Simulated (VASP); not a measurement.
# CdSe (F-43m) in VASP: a series of runs

One crystal, CdSe, is run at these levels: PBEsol; tasks: relaxation of cell and atoms.

Everything below comes from runs of VASP 6.6.1. Logs are shortened: lines on timing, memory, paths and dates and some standing lists are left out, and cuts for length are marked.

### Step 1. Starting point

It takes space group F-43m (No. 216, cubic). Conventional cell: a = 6.092 Å, b = 6.092 Å, c = 6.092 Å, α = 90.00°, β = 90.00°, γ = 90.00°. Cd (site symmetry -43m) has 4 Se at 2.64 Å as nearest neighbours. Around Se (site symmetry -43m) lie 4 Cd at 2.64 Å.

Measurements of this composition are mostly on another form, of space group No. 186.

### Step 2. Relaxation of cell and atoms, PBEsol

INCAR

```
SYSTEM = CdSe
PREC = Accurate ; ENCUT = 600
EDIFF = 1E-7 ; ISMEAR = 0
SIGMA = 0.03 ; LREAL = .FALSE.
LASPH = .TRUE. ; NELM = 80
ALGO = Normal ; ISIF = 3
LWAVE = .FALSE. ; LCHARG = .FALSE.
GGA = PS ; IBRION = 2
NSW = 90 ; EDIFFG = -0.005
```

KPOINTS

```
regular mesh
0
G
  8 8 8
  0 0 0
```

POSCAR

```
CdSe                                    
1.0
    0.0000000000      3.0462087289      3.0462087289
    3.0462087289      0.0000000000      3.0462087289
    3.0462087289      3.0462087289     -0.0000000000
  Cd              Se            
     1     1
Direct
     0.0000000000000000    0.0000000000000000    0.0000000000000000
     0.7500000000000000    0.7500000000000000    0.7500000000000000
```

Potentials or basis: VASP PAW PBE potentials, release 64 (Cd, Se).

Run with:

```
cat potpaw_PBE.64/Cd/POTCAR potpaw_PBE.64/Se/POTCAR > POTCAR
mpirun -np 1 vasp_std > vasp.out
```

OUTCAR:

```text
SYSTEM = CdSe
   PREC = Accurate
   ENCUT = 600
   EDIFF = 1E-7
   ISMEAR = 0
   LREAL = .FALSE.
   LASPH = .TRUE.
   NELM = 80
   ISIF = 3
   GGA = PS
   IBRION = 2
   NSW = 90
   EDIFFG = -0.005

 ion  position               nearest neighbor table
   1  0.000  0.000  0.000-   2 2.64   2 2.64   2 2.64   2 2.64
   2  0.750  0.750  0.750-   1 2.64   1 2.64   1 2.64   1 2.64

  LATTYP: Found a face centered cubic cell.
 ALAT       =     6.0924174578

  Lattice vectors:

 A1 = (   0.0000000000,   3.0462087289,   3.0462087289)
 A2 = (   3.0462087289,   0.0000000000,   3.0462087289)
 A3 = (   3.0462087289,   3.0462087289,   0.0000000000)

Analysis of symmetry for initial positions (statically):
=====================================================================
 Subroutine PRICEL returns:
 Original cell was already a primitive cell.

 Routine SETGRP: Setting up the symmetry group for a
 face centered cubic supercell.

 Subroutine GETGRP returns: Found 24 space group operations
 (whereof 24 operations were pure point group operations)
 out of a pool of 48 trial point group operations.

The static configuration has the point symmetry T_d .

Analysis of symmetry for dynamics (positions and initial velocities):
=====================================================================
 Subroutine PRICEL returns:
 Original cell was already a primitive cell.

 Routine SETGRP: Setting up the symmetry group for a
 face centered cubic supercell.

 Subroutine GETGRP returns: Found 24 space group operations
 (whereof 24 operations were pure point group operations)
 out of a pool of 48 trial point group operations.

The dynamic configuration has the point symmetry T_d .

 Subroutine INISYM returns: Found 24 space group operations
 (whereof 24 operations are pure point group operations),
 and found     1 'primitive' translations

----------------------------------------------------------------------------------------

                                     Primitive cell

  volume of cell :      56.5339

  direct lattice vectors                    reciprocal lattice vectors
     0.000000000  3.046208729  3.046208729    -0.164138457  0.164138457  0.164138457
     3.046208729  0.000000000  3.046208729     0.164138457 -0.164138457  0.164138457
     3.046208729  3.046208729  0.000000000     0.164138457  0.164138457 -0.164138457

  length of vectors
     4.307989698  4.307989698  4.307989698     0.284296147  0.284296147  0.284296147

  position of ions in fractional coordinates (direct lattice)
     0.000000000  0.000000000  0.000000000
     0.750000000  0.750000000  0.750000000

  ion indices of the primitive-cell ions
   primitive index   ion index
                 1           1
                 2           2

----------------------------------------------------------------------------------------

 KPOINTS: regular mesh

Automatic generation of k-mesh.
 Grid dimensions read from file:
 generate k-points for:    8    8    8

 Generating k-lattice:

  Cartesian coordinates                     Fractional coordinates (reciprocal lattice)
    -0.020517307  0.020517307  0.020517307     0.125000000  0.000000000  0.000000000
     0.020517307 -0.020517307  0.020517307     0.000000000  0.125000000  0.000000000
     0.020517307  0.020517307 -0.020517307     0.000000000  0.000000000  0.125000000

  Length of vectors
     0.035537018  0.035537018  0.035537018

  Shift w.r.t. Gamma in fractional coordinates (k-lattice)
     0.000000000  0.000000000  0.000000000

 Subroutine IBZKPT returns following result:
 ===========================================

 Found     29 irreducible k-points:

 Following reciprocal coordinates:
            Coordinates               Weight
  0.000000  0.000000  0.000000      1.000000
  0.125000  0.000000  0.000000      8.000000
  0.250000  0.000000  0.000000      8.000000
  0.375000  0.000000  0.000000      8.000000
  0.500000  0.000000  0.000000      4.000000
  0.125000  0.125000  0.000000      6.000000
[... 16 lines left out ...]
  0.500000  0.250000  0.125000     48.000000
 -0.375000  0.250000  0.125000     24.000000
 [... further k-points ...]
   k-points           NKPTS =     29   k-points in BZ     NKDIM =     29   number of bands    NBANDS=     13
   number of dos      NEDOS =    301   number of ions     NIONS =      2
   total plane-waves  NPLWV =  46656
   dimension x,y,z NGX =    36 NGY =   36 NGZ =   36
   dimension x,y,z NGXF=    72 NGYF=   72 NGZF=   72
   ions per type =               1   1
   NGX,Y,Z   is equivalent  to a cutoff of  13.89, 13.89, 13.89 a.u.
   NGXF,Y,Z  is equivalent  to a cutoff of  27.78, 27.78, 27.78 a.u.
 SYSTEM =  CdSe
   PREC   = accura    normal or accurate (medium, high low for compatibility)
   ISTART =      0    job   : 0-new  1-cont  2-samecut
   ICHARG =      2    charge: 1-file 2-atom 10-const
   ISPIN  =      1    spin polarized calculation?
   LNONCOLLINEAR =      F non collinear calculations
   LSORBIT =      F    spin-orbit coupling
   LASPH  =      T    aspherical Exc in radial PAW
   ENCUT  =  600.0 eV  44.10 Ry    6.64 a.u.   8.60  8.60  8.60*2*pi/ulx,y,z
   NELM   =     80;   NELMIN=  2; NELMDL= -5     # of ELM steps
   EDIFF  = 0.1E-06   stopping-criterion for ELM
   LREAL  =      F    real-space projection
   EDIFFG = -.5E-02   stopping-criterion for IOM
   NSW    =     90    number of steps for IOM
   IBRION =      2    ionic relax: 0-MD 1-quasi-New 2-CG
   NFREE  =      1    steps in history (QN), initial steepest desc. (CG)
   ISIF   =      3    stress and relaxation
   ISYM   =      2    0-nonsym 1-usesym 2-fastsym
   POTIM  = 0.5000    time-step for ionic-motion
   TEBEG  =    0.0;   TEEND  =   0.0 temperature during run
   PSTRESS=    0.0 pullay stress
   NELECT =      18.0000    total number of electrons
   NUPDOWN=      -1.0000    fix difference up-down
   EMIN   =  10.00;   EMAX   =-10.00  energy-range for DOS
   EFERMI =   0.00;   METHOD = LEGACY
   ISMEAR =     0;   SIGMA  =   0.03  broadening in eV -4-tet -1-fermi 0-gaus
   EFERMI_NEDOS =   21; number of points for ismear=-14 and -15
   IALGO  =     38    algorithm
   IMIX   =      4    mixing-type and parameters
     AMIX     =   0.40;   BMIX     =  1.00
     AMIX_MAG =   1.60;   BMIX_MAG =  1.00
  volume/ion in A,a.u.               =      28.27       190.75
  Fermi-wavevector in a.u.,A,eV,Ry     =   1.117882  2.112491 17.002662  1.249660
  Thomas-Fermi vector in A             =   2.254509
   LORBIT       =      0    0 simple, 1 ext, 2 COOP (PROOUT), +10 PAW based schemes
   GGA     = PS    functional components
   LHFCALC =     F    Hartree Fock is set to
   AEXX    =    0.0000 exact exchange contribution
   IVDW    =     0    specifies the selected vdW correction
   LEPSILON=     F    determine dielectric tensor
   LRPA    =     F    only Hartree local field effects (RPA)
 conjugate gradient relaxation of ions
 non-spin polarized calculation
 Gauss-broadening in eV      SIGMA  =   0.03
  energy-cutoff  :      600.00
  volume of cell :       56.53
 maximum number of plane-waves:      1917
 NGX is ok and might be reduce to    36
   NGX = 17   NGY = 17   NGZ = 17

 number of electron      17.9999998 magnetization

 Free energy of the ion-electron system (eV)
  ---------------------------------------------------
  ext. energy  EPLUGINS =         0.00000000
  ---------------------------------------------------
  free energy    TOTEN  =        -6.17735950 eV

  energy without entropy =       -6.17735950  energy(sigma->0) =       -6.17735950

 E-fermi :   0.9440     XC(G=0):  -9.0765

 val. band max:        0.7730132110   @ k =   0.0000   0.0000   0.0000
 cond. band min:       1.2458713071   @ k =   0.0000   0.0000   0.0000
 fundamental gap:      0.4728580961
 Fermi energy:         0.9439675791

 k-point     1 :       0.0000    0.0000    0.0000
  band No.  band energies     occupation
      1     -11.8230      2.00000
      2      -7.1239      2.00000
      3      -7.1239      2.00000
      4      -7.1239      2.00000
      5      -6.7480      2.00000
      6      -6.7480      2.00000
      7       0.7730      2.00000
      8       0.7730      2.00000
      9       0.7730      2.00000
     10       1.2459      0.00000
     11       6.6274      0.00000
     12       6.6274      0.00000
     13       6.6274      0.00000

 k-point     2 :       0.1250    0.0000    0.0000
  band No.  band energies     occupation
      1     -11.7690      2.00000
      2      -7.1067      2.00000
      3      -7.1067      2.00000
      4      -7.0771      2.00000
      5      -6.7489      2.00000
      6      -6.7489      2.00000
      7      -0.4754      2.00000
      8       0.6467      2.00000
      9       0.6467      2.00000
     10       2.2812      0.00000
     11       6.4037      0.00000
     12       6.8312      0.00000
     13       6.8312      0.00000

 k-point     3 :       0.2500    0.0000    0.0000
  band No.  band energies     occupation
      1     -11.6369      2.00000
      2      -7.0691      2.00000
      3      -7.0691      2.00000
      4      -6.9164      2.00000
      5      -6.7460      2.00000
      6      -6.7460      2.00000
      7      -1.9279      2.00000
      8       0.3684      2.00000
      9       0.3684      2.00000
     10       2.9664      0.00000
     11       6.6257      0.00000
     12       7.1471      0.00000
     13       7.1471      0.00000

 k-point     4 :       0.3750    0.0000    0.0000
  band No.  band energies     occupation
      1     -11.5029      2.00000
      2      -7.0393      2.00000
      3      -7.0393      2.00000
      4      -6.7333      2.00000
      5      -6.7333      2.00000
      6      -6.6408      2.00000
      7      -3.1291      2.00000
      8       0.1181      2.00000
      9       0.1181      2.00000
     10       3.0756      0.00000
     11       7.1818      0.00000
     12       7.1818      0.00000
     13       7.5433      0.00000

 k-point     5 :       0.5000    0.0000    0.0000
  band No.  band energies     occupation
      1     -11.4471      2.00000
      2      -7.0298      2.00000
      3      -7.0298      2.00000
      4      -6.7245      2.00000
      5      -6.7245      2.00000
      6      -6.4586      2.00000
      7      -3.6478      2.00000
      8       0.0206      2.00000
      9       0.0206      2.00000
     10       3.0548      0.00000
     11       7.1341      0.00000
     12       7.1341      0.00000
     13       8.0405      0.00000
[... 257 lines left out ...]
 k-point    22 :       0.3750    0.2500    0.1250
  band No.  band energies     occupation
      1     -11.5390      2.00000
      2      -7.0279      2.00000
      3      -7.0083      2.00000
      4      -6.8631      2.00000
      5      -6.7407      2.00000
      6      -6.7034      2.00000
      7      -2.2523      2.00000
      8      -0.6473      2.00000
      9      -0.0043      2.00000
     10       4.1464      0.00000
     11       5.5539      0.00000
     12       7.1994      0.00000
     13       8.1395      0.00000

 k-point    23 :       0.5000    0.2500    0.1250
  band No.  band energies     occupation
      1     -11.4327      2.00000
      2      -6.9993      2.00000
      3      -6.9814      2.00000
      4      -6.7952      2.00000
      5      -6.7262      2.00000
      6      -6.5165      2.00000
      7      -3.0213      2.00000
      8      -1.1083      2.00000
      9      -0.3053      2.00000
     10       4.5146      0.00000
     11       6.0486      0.00000
     12       7.0136      0.00000
     13       8.4905      0.00000

 k-point    24 :      -0.3750    0.2500    0.1250
  band No.  band energies     occupation
      1     -11.3887      2.00000
      2      -6.9943      2.00000
      3      -6.9690      2.00000
      4      -6.7685      2.00000
      5      -6.7319      2.00000
      6      -6.3719      2.00000
      7      -3.3964      2.00000
      8      -1.2296      2.00000
      9      -0.4582      2.00000
     10       4.5511      0.00000
     11       6.1176      0.00000
     12       7.5143      0.00000
     13       8.6709      0.00000

 [... further k-points ...]
[... 5 lines left out ...]
  --------------------------------------------------------------------------------------
  -------------------------------------------------------------------------------------
  Total        0.0034191      0.0034191      0.0034191      0.0000000      0.0000000     -0.0000000
  in kB        0.0968983      0.0968983      0.0968983      0.0000000      0.0000000     -0.0000000
  external PRESSURE =       0.0968983 kB  Pullay stress =       0.0000000 kB

 VOLUME and BASIS-vectors are now :
 -----------------------------------------------------------------------------
  energy-cutoff  :      600.00
  volume of cell :       56.53
      direct lattice vectors                 reciprocal lattice vectors
     0.000000000  3.046208729  3.046208729    -0.164138457  0.164138457  0.164138457
     3.046208729  0.000000000  3.046208729     0.164138457 -0.164138457  0.164138457
     3.046208729  3.046208729  0.000000000     0.164138457  0.164138457 -0.164138457

 POSITION                                       TOTAL-FORCE (eV/Angst)
 -----------------------------------------------------------------------------------
      0.00000      0.00000      0.00000         0.000000      0.000000      0.000000
      4.56931      4.56931      4.56931        -0.000000     -0.000000     -0.000000
 -----------------------------------------------------------------------------------
    total drift:                                0.000000      0.000000      0.000000

  FREE ENERGIE OF THE ION-ELECTRON SYSTEM (eV)
  ---------------------------------------------------
  free  energy   TOTEN  =        -6.1773595022 eV

  energy  without entropy=       -6.1773595022  energy(sigma->0) =       -6.17735950

 reached required accuracy - stopping structural energy minimisation
```

Wall time 24 s (1 thread of Intel Xeon Platinum 8259CL at 2.50GHz (Skylake/Cascade Lake), shared host); peak memory 0.21 GiB.

Results:

```
Free energy             : -6.1774 eV
Pressure after relaxing : 0.0 GPa
Band gap on the k mesh  : 0.47 eV, direct
```

Final structure:
```yaml
crystal:
  lattice:
    - [0.00000, 3.04621, 3.04621]
    - [3.04621, 0.00000, 3.04621]
    - [3.04621, 3.04621, 0.00000]
  atoms:
    - { symbol: Cd, position: [0.00000, 0.00000, 0.00000] }
    - { symbol: Se, position: [0.75000, 0.75000, 0.75000] }
```

Caveat: the relaxation stopped at its first step, so nothing moved; the PAW data sets were made with another functional, which shifts forces and pressure a little. As with any semilocal functional, this PBEsol gap is likely too small.

### Step 3. Relaxation of cell and atoms, PBEsol

This run uses another cell than the first one, of 28.94 Å³/atom, 1.024 times its volume.

INCAR

```
SYSTEM = CdSe
  PREC = Accurate
  ENCUT = 600
  EDIFF = 1E-6
  ISMEAR = 0
  SIGMA = 0.03
  LREAL = .FALSE.
  LASPH = .TRUE.
  NELM = 80
  ALGO = Normal
  ISIF = 3
  LWAVE = .FALSE.
  LCHARG = .FALSE.
  GGA = PS
  IBRION = 2
  NSW = 90
  EDIFFG = -0.01
  KPAR = 8
```

KPOINTS is that of step 2.

POSCAR

```
CdSe
1.0
    0.0000000000      3.0702711986      3.0702711986
    3.0702711986      0.0000000000      3.0702711986
    3.0702711986      3.0702711986      0.0000000000
Cd Se
1 1
Direct
    0.0000000000      0.0000000000      0.0000000000
    0.7500000000      0.7500000000      0.7500000000
```

Potentials or basis: VASP PAW PBE potentials, release 64 (Cd, Se).

Run with:

```
cat potpaw_PBE.64/Cd/POTCAR potpaw_PBE.64/Se/POTCAR > POTCAR
mpirun -np 8 vasp_std > vasp.out
```

OUTCAR:

```text
SYSTEM = CdSe
   PREC = Accurate
   ENCUT = 600
   EDIFF = 1E-6
   ISMEAR = 0
   LREAL = .FALSE.
   LASPH = .TRUE.
   NELM = 80
   ISIF = 3
   GGA = PS
   IBRION = 2
   NSW = 90
   EDIFFG = -0.01

 ion  position               nearest neighbor table
   1  0.000  0.000  0.000-   2 2.66   2 2.66   2 2.66   2 2.66
   2  0.750  0.750  0.750-   1 2.66   1 2.66   1 2.66   1 2.66

  LATTYP: Found a face centered cubic cell.
 ALAT       =     6.1405423972

  Lattice vectors:

 A1 = (   0.0000000000,   3.0702711986,   3.0702711986)
 A2 = (   3.0702711986,   0.0000000000,   3.0702711986)
 A3 = (   3.0702711986,   3.0702711986,   0.0000000000)

Analysis of symmetry for initial positions (statically):
[... 259 lines left out ...]

 val. band max:        0.7726891868   @ k =   0.0000   0.0000   0.0000
 cond. band min:       1.2456264182   @ k =   0.0000   0.0000   0.0000
 fundamental gap:      0.4729372314
 Fermi energy:         0.9437165208

 k-point     1 :       0.0000    0.0000    0.0000
  band No.  band energies     occupation
      1     -11.8234      2.00000
      2      -7.1244      2.00000
      3      -7.1244      2.00000
      4      -7.1244      2.00000
      5      -6.7484      2.00000
      6      -6.7484      2.00000
      7       0.7727      2.00000
      8       0.7727      2.00000
      9       0.7727      2.00000
     10       1.2456      0.00000
     11       6.6273      0.00000
     12       6.6273      0.00000
     13       6.6273      0.00000
[... 354 lines left out ...]
  band No.  band energies     occupation
      1     -11.3891      2.00000
      2      -6.9947      2.00000
      3      -6.9695      2.00000
      4      -6.7690      2.00000
      5      -6.7324      2.00000
      6      -6.3724      2.00000
      7      -3.3966      2.00000
      8      -1.2299      2.00000
      9      -0.4585      2.00000
     10       4.5510      0.00000
     11       6.1173      0.00000
     12       7.5140      0.00000
     13       8.6707      0.00000

 [... further k-points ...]
[... 5 lines left out ...]
  --------------------------------------------------------------------------------------
  -------------------------------------------------------------------------------------
  Total        0.0076706      0.0076706      0.0076706      0.0000000      0.0000000      0.0000000
  in kB        0.2173849      0.2173849      0.2173849      0.0000000      0.0000000      0.0000000
  external PRESSURE =       0.2173849 kB  Pullay stress =       0.0000000 kB
[... 17 lines left out ...]
  FREE ENERGIE OF THE ION-ELECTRON SYSTEM (eV)
  ---------------------------------------------------
  free  energy   TOTEN  =        -6.1777999054 eV

  energy  without entropy=       -6.1777999054  energy(sigma->0) =       -6.17779991

 reached required accuracy - stopping structural energy minimisation
```

CONTCAR:

```text
CdSe
   1.00000000000000
     0.0000000000000000    3.0462087303996399    3.0462087303996399
     3.0462087303996399   -0.0000000000000000    3.0462087303996399
     3.0462087303996399    3.0462087303996399   -0.0000000000000000
  Cd              Se
     1     1
Direct
     0.0000000000000000    0.0000000000000000    0.0000000000000000
     0.7500000000000000    0.7500000000000000    0.7500000000000000

  0.00000000E+00  0.00000000E+00  0.00000000E+00
  0.00000000E+00  0.00000000E+00  0.00000000E+00
```

Wall time 8.3 s (8 MPI ranks of AMD EPYC 9R45 (Zen 5), shared host); peak memory 0.23 GiB.

Results:

- Free energy: -6.1778 eV
- Relaxed volume: 28.27 Å³/atom
- Relaxed cell: a = 4.308 Å, b = 4.308 Å, c = 4.308 Å, α = 60.00°, β = 60.00°, γ = 60.00°
- Space group after relaxing (to 0.05 Å): F-43m (No. 216)
- Energy gained by relaxing: 2.5 meV/atom
- Ionic steps: 3
- Pressure after relaxing: 0.0 GPa
- Band gap on the k mesh: 0.47 eV, direct

The path:
```csv
step,energy change (eV),largest force (eV/Å),pressure (GPa),volume (Å³)
1,0.0000,0.0000,-1.15,57.88
2,-0.0045,0.0000,0.33,56.16
3,-0.0049,0.0000,0.02,56.53
```

Final structure:
```yaml
crystal:
  lattice:
    - [0.00000, 3.04621, 3.04621]
    - [3.04621, 0.00000, 3.04621]
    - [3.04621, 3.04621, 0.00000]
  atoms:
    - { symbol: Cd, position: [0.00000, 0.00000, 0.00000] }
    - { symbol: Se, position: [0.75000, 0.75000, 0.75000] }
```

Levels at points of the mesh, in eV from the valence-band top:
| k point | band 5 | band 6 | band 7 | band 8 | band 9 | band 10 | band 11 | band 12 | band 13 |
| --- | --- | --- | --- | --- | --- | --- | --- | --- | --- |
| (0.00, 0.00, 0.00) | -7.52 | -7.52 | 0.00 | 0.00 | 0.00 | 0.47 | 5.85 | 5.85 | 5.85 |
| (0.50, 0.00, 0.00) | -7.50 | -7.23 | -4.42 | -0.75 | -0.75 | 2.28 | 6.36 | 6.36 | 7.27 |
| (0.50, 0.50, 0.00) | -7.46 | -7.17 | -4.11 | -1.86 | -1.86 | 3.01 | 3.67 | 8.96 | 10.10 |

Caveat: the PAW data sets were made with another functional, which shifts forces and pressure a little. A hybrid or GW would open this gap; PBEsol tends to underestimate it.

(Part 1 of 2 ends here.)
